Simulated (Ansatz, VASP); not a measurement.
Fe: VASP beside Ansatz

INCAR

```
SYSTEM = Fe
PREC = Accurate ; ENCUT = 520
EDIFF = 1E-7 ; ISMEAR = -1
SIGMA = 0.05 ; LREAL = .FALSE.
LASPH = .TRUE. ; NELM = 150
ALGO = Normal ; ISIF = 2
LWAVE = .FALSE. ; LCHARG = .TRUE.
ISPIN = 2 ; MAGMOM = 3
LORBIT = 11 ; LMAXMIX = 4
LELF = .TRUE. ; LVHAR = .TRUE.
NBANDS = 14
```

KPOINTS

```
regular mesh
0
G
  13 13 13
  0 0 0
```

Contents of POSCAR:

```
Fe
1.0
   -1.4525565699      1.4525565699      1.4525565699
    1.4525565699     -1.4525565699      1.4525565699
    1.4525565699      1.4525565699     -1.4525565699
Fe
1
Direct
    0.0000000000      0.0000000000      0.0000000000
```

File input.yaml:

```yaml
crystal:
  lattice:
    - [-1.4525565699, 1.4525565699, 1.4525565699]
    - [1.4525565699, -1.4525565699, 1.4525565699]
    - [1.4525565699, 1.4525565699, -1.4525565699]
  atoms:
    - { symbol: Fe, position: [0.0, 0.0, 0.0], spin: 3.0 }
hamiltonian:
  xc: lda
  pseudopotentials: { kind: paw }
magnetization:
  spin_polarized: true
kpoints:
  mp_grid: { grid: [13, 13, 13] }
scf:
  occupations: { method: fermi_dirac, width: 0.05 }
output:
  forces: true
  stress: true
  eigenvalues: true
  write_density: true
  write_potential: true
  elf: true
  volumetric_format: npy
```

Alike in both runs: task single point; functional LDA; k mesh 13 × 13 × 13; occupations fermi-dirac, width 0.05 eV; collinear spin.

|  | VASP | Ansatz |
| --- | --- | --- |
| version | VASP 6.6.1 | Ansatz 0.2.0 |
| potentials or method | VASP PAW LDA potentials, release 64 (Fe) | Ansatz PAW |
| plane-wave cutoff (eV) | 520 | 420 |
| valence electrons in the cell | 8 | 16 |

|  | VASP | Ansatz | Ansatz less VASP |
| --- | --- | --- | --- |
| gap on the k mesh at the Fermi level (eV) | none | none | - |
| net moment per atom (μB) | 2.21 | 2.27 | +0.054 |
| size of the moment on the site where the two differ most (μB) | 2.20 | 2.29 | +0.095 |

Site moments also hang on the region over which each program counts them. A gap of «none» marks a metal or a gap that the smearing closes. The two sets of potentials don't hold the same shells in valence.
